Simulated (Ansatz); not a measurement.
## 119Sn Mössbauer parameters in SnS2 under strain

Cell: a COD entry, relaxed with PBE at fixed cell and then changed (z stretched by 3 %, ions relaxed).

```yaml
crystal:
  lattice:
    - [3.60500, 0.00000, 0.00000]
    - [-1.80250, 3.12202, 0.00000]
    - [0.00000, 0.00000, 5.62380]
  atoms:
    - { symbol: Sn, position: [0.00000, 0.00000, 0.00000] }
    - { symbol: S, position: [0.66667, 0.33333, 0.73531] }
    - { symbol: S, position: [0.33333, 0.66667, 0.26469] }
```

Atom numbers follow the list; atoms alike are taken as one site, whose name carries the number of the first.

Method: Kohn–Sham DFT in Ansatz, PBE, plane waves and PAW, scalar-relativistic, 420 eV cutoff, Γ-centred 14×14×8 k-points, Fermi–Dirac smearing 0.02 eV.

Isomer shifts (against SnO₂) follow from the electron density at the nucleus, δ = α(ρ − ρ₀), with α = 0.099 mm s⁻¹ a₀³ and ρ₀ = 183191.44 a₀⁻³ from a line fitted to 8 measured compounds at this level of theory (rms miss 0.12 mm/s). ΔE_Q = ½eQV_zz(1 + η²/3)^½ with Q = -0.132 b for the 23.9 keV state.

(1) Where do the absorption lines lie?

## Answers

(1) Sn (1 atom a cell): δ = 1.05, |ΔE_Q| = 0.05 mm/s, a doublet too narrow to resolve, seen as one line at 1.05 mm/s.

Without spin–orbit coupling (the program notes it for Sn) the gradients can shift somewhat, as the gap is small. At this changed cell the PBE pressure is 6 GPa.

The relaxation (3 steps) took 14 s of wall time (14 s of CPU time) and 0.56 GiB at its peak, on 1 thread of Intel Xeon 6975P-C (Granite Rapids) (x86_64; 16 cores open to the job, memory cap 3.0 GiB, no GPU), a shared host with a load of 0.6 a core.
